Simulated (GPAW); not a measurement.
Runs of GPAW 26.7.0 on Sb. The structure is tetragonal, space group I4/mmm (No. 139). Conventional cell: a = 3.153 Å, b = 3.153 Å, c = 5.424 Å, α = 90.00°, β = 90.00°, γ = 90.00°. Sb (site symmetry 4/mmm) has 12 Sb at 3.15 to 3.51 Å as nearest neighbours. This isn't the form of Sb at room conditions, which is rhombohedral.

| task | level | potentials or basis | cell | k mesh | cutoff (eV) | smearing | maxiter | convergence | exx fraction | symmetry | optimizer | mesh quality | gap on the mesh (eV) | pressure (GPa) | relaxed volume (Å³/atom) |
| --- | --- | --- | --- | --- | --- | --- | --- | --- | --- | --- | --- | --- | --- | --- | --- |
| single point | r2SCAN | GPAW PAW data sets (gpaw-data 1.2.1), pw | as given | 10 × 10 × 10 | 450 | fermi-dirac 0.05 eV | 120 | default | - | - | - | not flagged | none | -0.7 | - |
| single point | PBEsol | PAW data sets generated in the run's folder for this functional, pw | as given | 12 × 12 × 12 | 600 | gaussian 0.05 eV | 150 | - | - | - | - | not flagged | none | (b) | - |
| hybrid scf | r2SCAN50+D4 | GPAW PAW data sets (gpaw-data 1.2.1), pw | as given | 3 × 3 × 3 | 450 | fermi-dirac 0.05 eV | 40 | - | 0.5 | point_group=False | - | coarse | none | - | - |
| relaxation of cell and atoms | PBEsol+D3 | PAW data sets generated in the run's folder for this functional, pw | relaxed | 9 × 9 × 9 | 600 | fermi-dirac 0.05 eV | 150 | density=1e-05 forces=0.0001 | - | - | BFGS | not flagged | none | 0.0 | 25.87 |
| single point | LDA | the program's PAW data sets (release 1.2.1) made for this functional, pw | as given | 10 × 10 × 10 | 450 | fermi-dirac 0.05 eV | 120 | default | - | - | - | not flagged | none | -4.5 | - |
| relaxation of cell and atoms | PBEsol | PAW data sets generated in the run's folder for this functional, pw | relaxed | 9 × 9 × 9 | 600 | fermi-dirac 0.05 eV | 150 | density=1e-05 forces=0.0001 | - | - | BFGS | not flagged | none | 0.0 | 26.42 |
| single point | LDA | the program's PAW data sets (release 1.2.1) made for this functional, pw | as given | 12 × 12 × 12 | 600 | gaussian 0.02 eV | 150 | - | - | - | - | not flagged | none | -2.7 | - |
| relaxation of cell and atoms | PBEsol+D4 | PAW data sets generated in the run's folder for this functional, pw | relaxed | 9 × 9 × 9 | 600 | fermi-dirac 0.05 eV | 150 | density=1e-05 forces=0.0001 | - | - | BFGS | not flagged | none | 0.0 | (a) |

Alike in all rows: no spin polarisation.

Problem. Estimate the missing entries.

Solution. (a) 25.62; (b) -1.6.

Caveats: some runs use coarse meshes; pairwise dispersion overbinds metals, which lowers pressure and volume (some runs); later steps reuse the first step's grids (some runs); the cutoff is short for stress and forces, so pressures can be off by a GPa or more (some runs); the PAW data sets were made with another functional, which shifts forces and pressure a little (some runs); exact exchange converges slowly with the k mesh, and this mesh is small (some runs); the scaled meta-GGA exchange is a class typed in the script (some runs).

A k mesh can miss the band edges, and the runs leave out spin-orbit coupling on Sb.

A gap of «none» marks a metal or a gap under the smearing width.

Not every run made on this cell is shown here.
